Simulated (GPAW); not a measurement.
# SnTe (Fm-3m) in GPAW: a series of runs

The runs below take SnTe through single point, with PBE.

Everything below comes from runs of GPAW 26.7.0. Logs are shortened: lines on timing, memory, paths and dates and some standing lists are left out, and cuts for length are marked. The log counts tension as positive stress, the text compression.

**The experiment to reproduce.**

A printed reference work, textbook reports, for a bulk crystal of SnTe at 300 K: band gap 0.18 eV (direct).

How close the calculation comes is told below.

## (1) The crystal as given

Symmetry: Fm-3m, No. 225, cubic system. Conventional cell: a = 6.302 Å, b = 6.302 Å, c = 6.302 Å, α = 90.00°, β = 90.00°, γ = 90.00°. Around Te (site symmetry m-3m) lie 6 Sn at 3.15 Å. Sn (site symmetry m-3m) is surrounded by 6 Te at 3.15 Å.

## (2) Single point, PBE

run.py reads:

```python
from ase import Atoms
from ase.dft.bandgap import bandgap
from ase.io import write
from ase.units import GPa
from gpaw import GPAW, PW

atoms = Atoms(['Te', 'Sn'],
              cell=[[0.0, 3.15085, 3.15085],
                    [3.15085, 0.0, 3.15085],
                    [3.15085, 3.15085, 0.0]],
              scaled_positions=[[0.5, 0.5, 0.5],
                                [0.0, 0.0, 0.0]],
              pbc=True)

calc = GPAW(mode=PW(500),
            xc='PBE',
            kpts={'size': (6, 6, 6), 'gamma': True},
            occupations={'name': 'fermi-dirac', 'width': 0.05},
            setups={'Te': '16'},
            nbands=-9,
            maxiter=120,
            txt='gpaw.txt')
atoms.calc = calc
energy = atoms.get_potential_energy()
forces = atoms.get_forces()
stress = atoms.get_stress()
calc.write('gs.gpw')
write('result.traj', atoms)
print(f'Energy: {energy:.6f} eV')
print('Forces (eV/A):')
print(forces.round(4))
print('Stress (GPa):', (stress / GPa).round(3))
print('Fermi level:', round(calc.get_fermi_level(), 4), 'eV')
print(f'Gap: {bandgap(calc)[0]:.4f} eV, direct: {bandgap(calc, direct=True)[0]:.4f} eV')
```

Potentials or basis: GPAW PAW data sets (gpaw-data 1.2.1), other valence, pw.

Run with:

```bash
> OMP_NUM_THREADS=1 python run.py
```

gpaw.txt:

```text
__  _  _
 | _ |_)|_||  |
 |__||  | ||/\| - 26.7.0

Input parameters:
  mode=PW(ecut=500.0),
  kpts=MonkhorstPack(size=(6, 6, 6), gamma=True),
  maxiter=120,
  nbands=-9,
  occupations=Occupations(name='fermi-dirac', width=0.05),
  setups={'Te': '16'},
  xc=XC(name='PBE')

Diagonalizing LCAO Hamiltonian
Converting LCAO to pw mode

                 Te

       Sn

Atoms  # Å, Bohr magnetons
|   | symbol |        x |        y |        z |    initial magnetic moments |
|---|--------|----------|----------|----------|-----------------------------|
| 0 |     Te | 3.150850 | 3.150850 | 3.150850 | ( 0.0000,  0.0000,  0.0000) |
| 1 |     Sn | 0.000000 | 0.000000 | 0.000000 | ( 0.0000,  0.0000,  0.0000) |

Unit cell  # Å
| periodic |        x |        y |        z |  lengths |    angles |
|----------|----------|----------|----------|----------|-----------|
|      yes | 0.000000 | 3.150850 | 3.150850 | 4.455975 | 60.000000 |
|      yes | 3.150850 | 0.000000 | 3.150850 | 4.455975 | 60.000000 |
|      yes | 3.150850 | 3.150850 | 0.000000 | 4.455975 | 60.000000 |

Number of symmetries: 48
Symmetry operations  # r_c * U_cc + t_c -> r_c
|    | kind |            matrix            |
|----|------|------------------------------|
|  0 |  σ   |  1, 0, 0,  1, 0,-1,  1,-1, 0 |
|  1 |  C2  |  1, 0, 0,  1,-1, 0,  1, 0,-1 |
|  2 |  E   |  1, 0, 0,  0, 1, 0,  0, 0, 1 |
|  3 |  σ   |  1, 0, 0,  0, 0, 1,  0, 1, 0 |
|  4 |  C4  |  1, 0,-1,  1, 0, 0,  1,-1, 0 |
|  5 |  S6  |  1, 0,-1,  1,-1, 0,  1, 0, 0 |
|  6 |  σ   |  1, 0,-1,  0, 1,-1,  0, 0,-1 |
|  7 |  C3  |  1, 0,-1,  0, 0,-1,  0, 1,-1 |
|  8 |  S6  |  1,-1, 0,  1, 0, 0,  1, 0,-1 |
|  9 |  C4  |  1,-1, 0,  1, 0,-1,  1, 0, 0 |
| 10 |  C3  |  1,-1, 0,  0,-1, 1,  0,-1, 0 |
| 11 |  σ   |  1,-1, 0,  0,-1, 0,  0,-1, 1 |
| 12 |  σ   |  0, 1, 0,  1, 0, 0,  0, 0, 1 |
| 13 |  C4  |  0, 1, 0,  0, 1,-1, -1, 1, 0 |
| 14 |  C3  |  0, 1, 0,  0, 0, 1,  1, 0, 0 |
| 15 |  S6  |  0, 1, 0, -1, 1, 0,  0, 1,-1 |
| 16 |  C2  |  0, 1,-1,  1, 0,-1,  0, 0,-1 |
| 17 |  σ   |  0, 1,-1,  0, 1, 0, -1, 1, 0 |
| 18 |  S4  |  0, 1,-1,  0, 0,-1,  1, 0,-1 |
| 19 |  C4  |  0, 1,-1, -1, 1, 0,  0, 1, 0 |
| 20 |  C3  |  0, 0, 1,  1, 0, 0,  0, 1, 0 |
| 21 |  σ   |  0, 0, 1,  0, 1, 0,  1, 0, 0 |
| 22 |  S6  |  0, 0, 1,  0,-1, 1, -1, 0, 1 |
| 23 |  C4  |  0, 0, 1, -1, 0, 1,  0,-1, 1 |
| 24 |  S4  |  0, 0,-1,  1, 0,-1,  0, 1,-1 |
| 25 |  C3  |  0, 0,-1,  0, 1,-1,  1, 0,-1 |
| 26 |  C2  |  0, 0,-1,  0,-1, 0, -1, 0, 0 |
| 27 |  S6  |  0, 0,-1, -1, 0, 0,  0,-1, 0 |
| 28 |  S4  |  0,-1, 1,  1,-1, 0,  0,-1, 0 |
| 29 |  C4  |  0,-1, 1,  0, 0, 1, -1, 0, 1 |
| 30 |  C2  |  0,-1, 1,  0,-1, 0,  1,-1, 0 |
| 31 |  σ   |  0,-1, 1, -1, 0, 1,  0, 0, 1 |
| 32 |  C3  |  0,-1, 0,  1,-1, 0,  0,-1, 1 |
| 33 |  S6  |  0,-1, 0,  0, 0,-1, -1, 0, 0 |
| 34 |  S4  |  0,-1, 0,  0,-1, 1,  1,-1, 0 |
| 35 |  C2  |  0,-1, 0, -1, 0, 0,  0, 0,-1 |
| 36 |  C2  | -1, 1, 0,  0, 1, 0,  0, 1,-1 |
| 37 |  S6  | -1, 1, 0,  0, 1,-1,  0, 1, 0 |
| 38 |  S4  | -1, 1, 0, -1, 0, 1, -1, 0, 0 |
| 39 |  C3  | -1, 1, 0, -1, 0, 0, -1, 0, 1 |
| 40 |  S6  | -1, 0, 1,  0, 0, 1,  0,-1, 1 |
| 41 |  C2  | -1, 0, 1,  0,-1, 1,  0, 0, 1 |
| 42 |  C3  | -1, 0, 1, -1, 1, 0, -1, 0, 0 |
| 43 |  S4  | -1, 0, 1, -1, 0, 0, -1, 1, 0 |
| 44 |  C2  | -1, 0, 0,  0, 0,-1,  0,-1, 0 |
| 45 |  i   | -1, 0, 0,  0,-1, 0,  0, 0,-1 |
| 46 |  σ   | -1, 0, 0, -1, 1, 0, -1, 0, 1 |
| 47 |  C2  | -1, 0, 0, -1, 0, 1, -1, 1, 0 |

BZ-sampling:
  Number of BZ points: 216
  Number of IBZ points: 16

  Monkhorst-Pack size: [6, 6, 6]
  Monkhorst-Pack shift: [0.08333333333333333, 0.08333333333333333, 0.08333333333333333]

K-points  # in reciprocal-cell coordinates
|     |                                coordinates |     weight |
|-----|--------------------------------------------|------------|
|   0 | (  0.00000000,   0.00000000,   0.00000000) | 0.00462963 |
|   1 | (  0.16666667,   0.16666667,   0.00000000) | 0.02777778 |
|   2 | (  0.16666667,   0.16666667,   0.16666667) | 0.03703704 |
|   3 | (  0.33333333,   0.16666667,   0.16666667) | 0.05555556 |
|   4 | (  0.33333333,   0.33333333,  -0.33333333) | 0.05555556 |
|   5 | (  0.33333333,   0.33333333,   0.00000000) | 0.02777778 |
|   6 | (  0.33333333,   0.33333333,   0.16666667) | 0.11111111 |
|   7 | (  0.33333333,   0.33333333,   0.33333333) | 0.03703704 |
|   8 | (  0.50000000,   0.33333333,  -0.33333333) | 0.11111111 |
|   9 | (  0.50000000,   0.33333333,  -0.16666667) | 0.05555556 |
| ... |                                            |            |
|  15 | (  0.50000000,   0.50000000,   0.50000000) | 0.01851852 |

Plane wave coefficients: 1639
Cutoff: 500.0 eV

Spin-components: 1 (collinear spins)
Bands:           24
Projectors:      12
Spin-degeneracy: 2
Datatype:        complex128

Parallelization:
  kpt:    1
  domain: 1
  band:   1

Density:
  Valence electrons: 30.0
  Components: 1
  Grid points: [24 24 24]
  Charge: 0.0  # |e|

Potential:
  Grid points: [24 24 24]

species:
  Te:
    name:    Tellurium
    Z:       52.0
    valence: 16
    core:    36
    charge:  0.0  # [|e|]
    compensation charges:
      type: gauss
      rc: 0.37  # [Å]
      lmax: 2
    cutoffs:
      filter: 2.06  # [Å]
      core: 2.12  # [Å]
    projectors
    | kind |    occ | energy [eV] | rcut [Å] |
    |------|--------|-------------|----------|
    |   5s |  2.000 |     -15.088 |    1.164 |
    |   5p |  4.000 |      -5.955 |    1.164 |
    |   4d | 10.000 |     -41.660 |    1.164 |
    |    s |        |      12.123 |    1.164 |
    |    p |        |      21.256 |    1.164 |
    |    d |        |     -14.449 |    1.164 |

    Using partial waves for Te as LCAO basis

  Sn:
    name:    Tin
    Z:       50.0
    valence: 14
    core:    36
    charge:  0.0  # [|e|]
    compensation charges:
      type: gauss
      rc: 0.38  # [Å]
      lmax: 2
    cutoffs:
      filter: 2.23  # [Å]
      core: 2.35  # [Å]
    projectors
    | kind |    occ | energy [eV] | rcut [Å] |
    |------|--------|-------------|----------|
    |   5s |  2.000 |     -10.538 |    1.201 |
    |   5p |  2.000 |      -3.696 |    1.270 |
    |   4d | 10.000 |     -25.845 |    1.185 |
    |    s |        |      16.674 |    1.201 |
    |    p |        |      23.515 |    1.270 |
    |    d |        |       1.367 |    1.185 |

    Using partial waves for Sn as LCAO basis

Reference energy: -352801.376744  # eV

eigensolver:
  PPCG
  Converge bands: occupied
  niter=2

density mixing:
  MSR1-Mixer
  Pratt-step length: 0.05
  Maximum mixing coefficient: 0.75
  Old densities: 10
  SVD Regularization: 0.005
  Good broyden scale: 1.0
  Trust region scale: 1.0
  Backstep threshold: 4.0
  History deletion threshold: 6.0
  Fourier metric: weight=20.0, sigma=0.015

occupation numbers:
  Fermi-Dirac:
    width: 0.0500  # eV

poisson solver:
  ecut: 4000.0  # eV

xc functional:
  name: PBE with 2 nearest neighbor stencil

convergence criteria:
- Maximum [total energy] change in last 3 cyles: 0.0005 eV / valence electron
- Maximum integral of absolute [dens]ity change: 0.0001 electrons / valence electron
- Maximum integral of absolute [eigenst]ate change: 4e-08 eV^2 / valence electron
maximum number of iterations: 120

SCF iterations
|iter     | |      energy | eigst |  dens |
|---------|-|-------------|-------|-------|
|iter:   1| |   -7.746102 | -0.44 |       |
|iter:   2| |   -7.738524 | -2.72 | -1.66 |
|iter:   3| |   -7.709334 | -2.87 | -1.70 |
|iter:   4| |   -7.710666 | -4.13 | -2.29 |
|iter:   5| |   -7.710899c| -4.81 | -2.85 |
|iter:   6| |   -7.710907c| -6.26 | -3.59 |
|iter:   7| |   -7.710908c| -7.36 | -4.29c|
|iter:   8| |   -7.710909c| -7.43c| -4.81c|

Converged in 8 steps
Energy contributions relative to reference atoms: (reference = -352801.376744)

Energy contributions:
  Kinetic:          13.893613
  Coulomb:         -13.739057
  Zero:             -0.067563
  External:          0.000000
  Xc:               -7.796933
  Entropy:          -0.001935
  Spinorbit:         0.000000
  ----------------------------
  Free energy:      -7.711876
  Extrapolated:     -7.710909

dipole moment: (-21.365971, -21.365971, -21.365971)  # |e|*Ang

Fermi level: 6.507
Eigenvalues  # (at kpt = [0.000, 0.000, 0.000])
| band index |      eig [eV] | occ [0-2] |
|------------|---------------|-----------|
|          0 |       -30.600 |     2.000 |
|        ... |               |           |
|          7 |       -15.440 |     2.000 |
|          8 |       -15.440 |     2.000 |
|          9 |       -15.440 |     2.000 |
|         10 |        -6.329 |     2.000 |
|         11 |         1.804 |     2.000 |
|         12 |         4.316 |     2.000 |
[... 9 lines left out ...]
|         22 |        13.054 |     0.000 |
|         23 |        13.406 |     0.000 |

Gap: 0.158 eV
Transition (v -> c):
  (s=0, k=15, n=14, [0.50, 0.50, 0.50]) -> (s=0, k=15, n=15, [0.50, 0.50, 0.50])
No difference between direct/indirect transitions

Forces  # eV/Ang
|       x |        y |        z |
|---------|----------|----------|
| 0.00000 |  0.00000 |  0.00000 |  # Te   0
| 0.00000 | -0.00000 | -0.00000 |  # Sn   1

Stress tensor  # eV/Ang^3
|         x |         y |         z |
|-----------|-----------|-----------|
| -0.007345 |  0.000000 |  0.000000 |
|  0.000000 | -0.007345 |  0.000000 |
|  0.000000 |  0.000000 | -0.007345 |

# Writing to gs.gpw (mode='')
```

Run time: 12 s. Hardware: 1 thread of Arm Neoverse V1, shared host; peak memory 0.15 GiB.

What came out:

* Free energy: -7.7119 eV
* Pressure: 1.2 GPa
* Band gap on the k mesh: 0.16 eV, direct

Caveat: the cutoff is short for stress and forces, so pressures can be off by a GPa or more; spin-orbit coupling is left out, which moves the levels of the heavy elements.

## (3) Single point, PBE (volume scaled by 0.92)

run.py reads:

```python
from ase.dft.bandgap import bandgap
from ase.io import read, write
from ase.units import GPa
from gpaw import GPAW, PW

atoms = read('SnTe.cif')

calc = GPAW(mode=PW(500),
            xc='PBE',
            kpts={'size': (6, 6, 6), 'gamma': True},
            occupations={'name': 'fermi-dirac', 'width': 0.05},
            nbands=19,
            maxiter=120,
            txt='gpaw.txt')
atoms.calc = calc
energy = atoms.get_potential_energy()
forces = atoms.get_forces()
stress = atoms.get_stress()
calc.write('gs.gpw')
write('result.traj', atoms)
print(f'Energy: {energy:.6f} eV')
print('Forces (eV/A):')
print(forces.round(4))
print('Stress (GPa):', (stress / GPa).round(3))
print('Fermi level:', round(calc.get_fermi_level(), 4), 'eV')
print(f'Gap: {bandgap(calc)[0]:.4f} eV, direct: {bandgap(calc, direct=True)[0]:.4f} eV')
```

SnTe.cif reads:

```cif
data_SnTe
_cell_length_a 4.33383130
_cell_length_b 4.33383130
_cell_length_c 4.33383130
_cell_angle_alpha 60.00000000
_cell_angle_beta 60.00000000
_cell_angle_gamma 60.00000000
_space_group_name_H-M_alt 'P1'
_space_group_name_Hall 'P 1'
_space_group_IT_number 1
loop_
_space_group_symop_operation_xyz
'x,y,z'
loop_
_atom_site_label
_atom_site_type_symbol
_atom_site_symmetry_multiplicity
_atom_site_Wyckoff_symbol
_atom_site_fract_x
_atom_site_fract_y
_atom_site_fract_z
_atom_site_occupancy
Te1 Te 1 a 0.5000000000 0.5000000000 0.5000000000 1
Sn1 Sn 1 a 0.0000000000 0.0000000000 0.0000000000 1
```

Potentials or basis: GPAW PAW data sets (gpaw-data 1.2.1), pw.

Run with:

```bash
> OMP_NUM_THREADS=1 python run.py
```

It took 9.5 s on 1 thread of Arm Neoverse V1, shared host; peak memory 0.15 GiB.

The run converged. Its results:

```
Free energy            : -7.6665 eV
Pressure               : 6.7 GPa
Band gap on the k mesh : 0.26 eV, direct
```

Levels at points of the mesh, in eV from the valence-band top:
```
           k point  band 7  band 8  band 9  band 10  band 11  band 12  band 13  band 14
(0.00, 0.00, 0.00)   -4.25   -2.34   -2.34    -2.34     3.57     3.57     3.57     4.67
(0.50, 0.50, 0.00)   -6.48   -6.15   -4.13    -4.13     1.88     5.39     5.39     7.09
(0.50, 0.50, 0.50)   -8.77   -1.97   -1.97     0.00     0.26     0.26     0.37     8.05
```

Caveat: the cutoff is short for stress and forces, so pressures can be off by a GPa or more; spin-orbit coupling is left out, which moves the levels of the heavy elements. A k mesh can miss the band edges.

## (4) Against experiment

Step 2. A measured gap of SnTe is 0.18 eV (direct; 300 K; a printed reference work, textbook); the calculated 0.16 eV misses it by -0.02 eV. Spin-orbit coupling on Sn, Te is left out. The value is that of PBE on a finite k mesh, which can miss the band edges, without temperature or zero-point motion. Semilocal functionals fall short of measured gaps as a rule.
